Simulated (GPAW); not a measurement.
The system is KMgF3.

```xyz
5
Lattice="3.9859 0.0000 0.0000 0.0000 3.9859 0.0000 0.0000 0.0000 3.9859" Properties=species:S:1:pos:R:3 pbc="T T T"
K     1.9929    1.9929    1.9929
Mg    0.0000    0.0000    0.0000
F     0.0000    0.0000    1.9929
F     0.0000    1.9929    0.0000
F     1.9929    0.0000    0.0000
```

Base run:

| Item | Value |
| --- | --- |
| Program | GPAW 26.7.0 |
| Functional | GLLB-SC |
| Potentials or basis | the program's PAW data sets (release 1.2.1) made for this functional |
| Cutoff | 650 eV |
| Basis | pw |
| k mesh | 6 × 6 × 6 |
| Occupations | fermi-dirac, width 0.001 eV |
| Spin | no spin polarisation |

Its results: band gap on the k mesh, kohn-sham part alone 9.49 eV, indirect (least direct gap 9.70 eV).

After a change of settings the same cell gave: band gap on the k mesh 6.96 eV, indirect (least direct gap 7.29 eV). Which change was it?
A. functional from GLLB-SC to PBEsol; potentials or basis from the program's PAW data sets (release 1.2.1) made for this functional to PAW data sets generated in the run's folder for this functional
B. functional from GLLB-SC to RPBE
C. functional from GLLB-SC to LDA
D. functional from GLLB-SC to AM05; potentials or basis from the program's PAW data sets (release 1.2.1) made for this functional to PAW data sets generated in the run's folder for this functional

C.

Caveats: the long-wavelength limit can be off by a per cent or two; an odd mesh through Γ misses points on the zone boundary, where band edges often lie; a model potential gives levels but no total energy (some runs); response on these states lacks terms of the Hamiltonian (some runs).

Not every run made on this cell is shown here.
